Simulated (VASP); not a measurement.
# Se (P3_121) in VASP: single point with HSE06

Aim: the single point of Se with HSE06.

Program: VASP 6.6.1. These are calculated values, not measurements. Logs are shortened: lines on timing, memory, paths and dates and some standing lists are left out, and cuts for length are marked.

**1. The crystal as given**

The structure is trigonal, space group P3_121 (No. 152). Conventional cell: a = 4.035 Å, b = 4.035 Å, c = 5.127 Å, α = 90.00°, β = 90.00°, γ = 120.00°. Se (site symmetry 2) is surrounded by 2 Se at 2.44 Å.

**2. Single point, HSE06**

POSCAR

```
Se
1.0
    4.0345900000      0.0000000000      0.0000000000
   -2.0173000000      3.4940600000      0.0000000000
    0.0000000000      0.0000000000      5.1274200000
Se
3
Direct
    0.2495400000      0.0000000000      0.3333300000
    0.0000000000      0.2495400000      0.6666700000
    0.7504600000      0.7504600000      1.0000000000
```

INCAR.step1

```
SYSTEM = Se
PREC     = Accurate       ! precision mode
ENCUT    = 520            ! plane-wave cutoff, eV
EDIFF    = 1E-5           ! SCF threshold, eV
ISMEAR   = 0              ! smearing method
SIGMA    = 0.02           ! smearing width, eV
LREAL    = .False.        ! projectors in reciprocal space
LASPH    = .True.         ! aspherical terms in the spheres
NELM     = 80             ! most SCF steps
ALGO     = Normal         ! electronic algorithm
ISIF     = 2              ! what is computed and relaxed
LWAVE    = .True.         ! write WAVECAR
LCHARG   = .False.        ! write CHGCAR
NBANDS   = 16             ! bands
GGA      = PE             ! functional
```

INCAR.step2

```
SYSTEM = Se
PREC     = Accurate       ! precision mode
ENCUT    = 520            ! plane-wave cutoff, eV
EDIFF    = 1E-6           ! SCF threshold, eV
ISMEAR   = 0              ! smearing method
SIGMA    = 0.02           ! smearing width, eV
LREAL    = .False.        ! projectors in reciprocal space
LASPH    = .True.         ! aspherical terms in the spheres
NELM     = 80             ! most SCF steps
ALGO     = Normal         ! electronic algorithm
ISIF     = 2              ! what is computed and relaxed
LWAVE    = .False.        ! write WAVECAR
LCHARG   = .False.        ! write CHGCAR
GGA      = PE             ! functional
LHFCALC  = .True.         ! exact exchange
HFSCREEN = 0.2            ! screening, 1/A
PRECFOCK = Fast         
NBANDS   = 16             ! bands
ISTART   = 1
```

KPOINTS

```
Automatic mesh
0
Gamma
  6 6 4
  0 0 0
```

Potentials or basis: VASP PAW PBE potentials, release 64 (Se).

The run is started by

```
$ cat potpaw_PBE.64/Se/POTCAR > POTCAR
$ cp INCAR.step1 INCAR
$ mpirun -np 1 vasp_std > vasp.out
$ cp INCAR.step2 INCAR
$ mpirun -np 1 vasp_std > vasp.out
```

OUTCAR:

```text
SYSTEM = Se
   PREC = Accurate
   ENCUT = 520
   EDIFF = 1E-6
   ISMEAR = 0
   LREAL = .False.
   LASPH = .True.
   NELM = 80
   ISIF = 2
   GGA = PE
   LHFCALC = .True.
   HFSCREEN = 0.2
   PRECFOCK = Fast
   ISTART = 1

 ion  position               nearest neighbor table
   1  0.250  0.000  0.333-   3 2.44   2 2.44
   2  0.000  0.250  0.667-   3 2.44   1 2.44
   3  0.750  0.750  0.000-   1 2.44   2 2.44

  LATTYP: Found a hexagonal cell.
 ALAT       =     4.0345900000
 C/A-ratio  =     1.2708651932

  Lattice vectors:

 A1 = (   4.0345900000,   0.0000000000,   0.0000000000)
 A2 = (  -2.0173000000,   3.4940600000,   0.0000000000)
 A3 = (   0.0000000000,   0.0000000000,   5.1274200000)

Analysis of symmetry for initial positions (statically):
=====================================================================
 Subroutine PRICEL returns:
 Original cell was already a primitive cell.

 Routine SETGRP: Setting up the symmetry group for a
 hexagonal supercell.

 Subroutine GETGRP returns: Found  2 space group operations
 (whereof  2 operations were pure point group operations)
 out of a pool of 24 trial point group operations.

The static configuration has the point symmetry C_2 .

Analysis of symmetry for dynamics (positions and initial velocities):
=====================================================================
 Subroutine PRICEL returns:
 Original cell was already a primitive cell.

 Routine SETGRP: Setting up the symmetry group for a
 hexagonal supercell.

 Subroutine GETGRP returns: Found  2 space group operations
 (whereof  2 operations were pure point group operations)
 out of a pool of 24 trial point group operations.

The dynamic configuration has the point symmetry C_2 .

 Subroutine INISYM returns: Found  2 space group operations
 (whereof  2 operations are pure point group operations),
 and found     1 'primitive' translations

----------------------------------------------------------------------------------------

                                     Primitive cell

  volume of cell :      72.2818

  direct lattice vectors                    reciprocal lattice vectors
     4.034590000  0.000000000  0.000000000     0.247856660  0.143100359  0.000000000
    -2.017300000  3.494060000  0.000000000     0.000000000  0.286200008  0.000000000
     0.000000000  0.000000000  5.127420000     0.000000000  0.000000000  0.195029859

  length of vectors
     4.034590000  4.034594722  5.127420000     0.286200343  0.286200008  0.195029859

  position of ions in fractional coordinates (direct lattice)
[... 89 lines left out ...]
   POTIM  = 0.5000    time-step for ionic-motion
   TEBEG  =    0.0;   TEEND  =   0.0 temperature during run
   PSTRESS=    0.0 pullay stress
   NELECT =      18.0000    total number of electrons
   NUPDOWN=      -1.0000    fix difference up-down
   EMIN   =  10.00;   EMAX   =-10.00  energy-range for DOS
   EFERMI =   0.00;   METHOD = LEGACY
   ISMEAR =     0;   SIGMA  =   0.02  broadening in eV -4-tet -1-fermi 0-gaus
   EFERMI_NEDOS =   21; number of points for ismear=-14 and -15
   IALGO  =     38    algorithm
   IMIX   =      1    mixing-type and parameters
     AMIX     =   0.40;   BMIX     =  1.00
     AMIX_MAG =   1.60;   BMIX_MAG =  1.00
  volume/ion in A,a.u.               =      24.09       162.59
  Fermi-wavevector in a.u.,A,eV,Ry     =   1.029966  1.946353 14.433461  1.060829
  Thomas-Fermi vector in A             =   2.164040
   LORBIT       =      0    0 simple, 1 ext, 2 COOP (PROOUT), +10 PAW based schemes
   GGA     = PE    functional components
   LHFCALC =     T    Hartree Fock is set to
   PRECFOCK=fast      Normal, Fast or Accurate (Low or Medium for compatibility)
   ENCUT4O =  -1.0   cutoff for four orbital integrals eV
   NKREDX  =     1    reduce k-point grid by
   NKREDY  =     1    reduce k-point grid by
   NKREDZ  =     1    reduce k-point grid by
   AEXX    =    0.2500 exact exchange contribution
   HFSCREEN=    0.2000 screening length (either q_TF or 0.3 A-1)
   HFSCREENC=   0.2000 screening length for correlation (either q_TF or 0.3 A-1)
   ENCUTFOCK=  -1.0 apply spherical cutoff to Coloumb kernel
   IVDW    =     0    specifies the selected vdW correction
   LEPSILON=     F    determine dielectric tensor
   LRPA    =     F    only Hartree local field effects (RPA)
 non-spin polarized calculation
 Gauss-broadening in eV      SIGMA  =   0.02
  energy-cutoff  :      520.00
  volume of cell :       72.28
 maximum number of plane-waves:      1976
 NGX is ok and might be reduce to    30
  NGX = 18; NGY = 18; NGZ = 24

 number of electron      18.0000001 magnetization

 Free energy of the ion-electron system (eV)
  ---------------------------------------------------
  ext. energy  EPLUGINS =         0.00000000
  ---------------------------------------------------
  free energy    TOTEN  =       -13.09021698 eV

  energy without entropy =      -13.09021698  energy(sigma->0) =      -13.09021698

 E-fermi :   3.4989     XC(G=0):  -7.9112

 val. band max:        3.3874939577   @ k =   0.3333   0.3333   0.5000
 cond. band min:       4.5337022681   @ k =   0.3333   0.3333   0.5000
 fundamental gap:      1.1462083105
 Fermi energy:         3.4989068738

 k-point     1 :       0.0000    0.0000    0.0000
  band No.  band energies     occupation
      1     -14.2149      2.00000
      2      -9.6721      2.00000
      3      -9.6720      2.00000
      4      -0.5754      2.00000
      5      -0.2361      2.00000
      6      -0.2361      2.00000
[... 433 lines left out ...]
      3      -9.0990      2.00000
      4      -3.0645      2.00000
      5      -2.2072      2.00000
      6      -0.9780      2.00000
[... 8 lines left out ...]
     15      14.5916      0.00000
     16      14.9755      0.00000

 [... further k-points ...]
[... 5 lines left out ...]
  --------------------------------------------------------------------------------------
  -------------------------------------------------------------------------------------
  Total        0.5026529      0.5021634     -0.6046878     -0.0004253     -0.0001201      0.0002079
  in kB       11.1416662     11.1308147    -13.4033422     -0.0094278     -0.0026613      0.0046093
  external PRESSURE =       2.9563796 kB  Pullay stress =       0.0000000 kB

 VOLUME and BASIS-vectors are now :
 -----------------------------------------------------------------------------
  energy-cutoff  :      520.00
  volume of cell :       72.28
      direct lattice vectors                 reciprocal lattice vectors
     4.034590000  0.000000000  0.000000000     0.247856660  0.143100359  0.000000000
    -2.017300000  3.494060000  0.000000000     0.000000000  0.286200008  0.000000000
     0.000000000  0.000000000  5.127420000     0.000000000  0.000000000  0.195029859

 POSITION                                       TOTAL-FORCE (eV/Angst)
 -----------------------------------------------------------------------------------
      1.00679      0.00000      1.70912        -0.615067      0.000015      0.000211
     -0.50340      0.87191      3.41830         0.307548     -0.532656     -0.000211
      1.51390      2.62215      0.00000         0.307519      0.532641      0.000000
 -----------------------------------------------------------------------------------
    total drift:                                0.000000     -0.000005      0.000000

  FREE ENERGIE OF THE ION-ELECTRON SYSTEM (eV)
  ---------------------------------------------------
  free  energy   TOTEN  =       -13.0902169809 eV

  energy  without entropy=      -13.0902169809  energy(sigma->0) =      -13.09021698
```

OUTCAR.step1:

```text
SYSTEM = Se
   PREC = Accurate
   ENCUT = 520
   EDIFF = 1E-5
   ISMEAR = 0
   LREAL = .False.
   LASPH = .True.
   NELM = 80
[... 682 lines left out ...]
      1.00679      0.00000      1.70912         0.029065      0.000025      0.000210
     -0.50340      0.87191      3.41830        -0.014511      0.025183     -0.000210
      1.51390      2.62215      0.00000        -0.014554     -0.025208      0.000000
 -----------------------------------------------------------------------------------
    total drift:                               -0.000006     -0.000009      0.000000

  FREE ENERGIE OF THE ION-ELECTRON SYSTEM (eV)
  ---------------------------------------------------
  free  energy   TOTEN  =       -10.3997907853 eV

  energy  without entropy=      -10.3997907853  energy(sigma->0) =      -10.39979079
```

OSZICAR.step1:

```text
N       E                     dE             d eps       ncg     rms          rms(c)
DAV:   1     0.772050015789E+02    0.77205E+02   -0.73154E+03  1504   0.946E+02
DAV:   2    -0.590070038064E+01   -0.83106E+02   -0.79044E+02  2032   0.155E+02
DAV:   3    -0.104257324579E+02   -0.45250E+01   -0.45106E+01  1872   0.407E+01
DAV:   4    -0.104529963637E+02   -0.27264E-01   -0.27258E-01  2024   0.375E+00
DAV:   5    -0.104531635600E+02   -0.16720E-03   -0.16719E-03  1888   0.288E-01    0.701E+00
DAV:   6    -0.104122752606E+02    0.40888E-01   -0.28065E-02  1928   0.110E+00    0.432E+00
DAV:   7    -0.104003963836E+02    0.11879E-01   -0.56713E-02  1728   0.153E+00    0.179E-01
DAV:   8    -0.103996890805E+02    0.70730E-03   -0.86077E-03  1648   0.571E-01    0.103E-01
DAV:   9    -0.103997612533E+02   -0.72173E-04   -0.23315E-04  2192   0.102E-01    0.371E-02
DAV:  10    -0.103997891426E+02   -0.27889E-04   -0.35975E-05  1776   0.416E-02    0.672E-03
DAV:  11    -0.103997907853E+02   -0.16427E-05   -0.66486E-06  1520   0.166E-02
   1 F= -.10399791E+02 E0= -.10399791E+02  d E =-.277371E-30
```

Run time: 49 min. Hardware: 1 thread of Intel Xeon 6975P-C (Granite Rapids), shared host; peak memory 0.34 GiB.

What came out:

| Quantity | Value |
| --- | --- |
| Free energy | -13.0902 eV |
| Pressure | 0.3 GPa |
| Largest force | 0.615 eV/Å |
| Band gap on the k mesh | 1.15 eV, direct |

Forces in eV/Å, atoms in the order of the input:
```
Se  -0.615  0.000  0.000
Se   0.308 -0.533  0.000
Se   0.308  0.533  0.000
```

Stress tensor (GPa, compression positive):
```
 1.11  0.00  0.00
 0.00  1.11  0.00
 0.00  0.00 -1.34
```

Caveat: the PAW data sets were made with another functional, which shifts forces and pressure a little. A k mesh can miss the band edges.
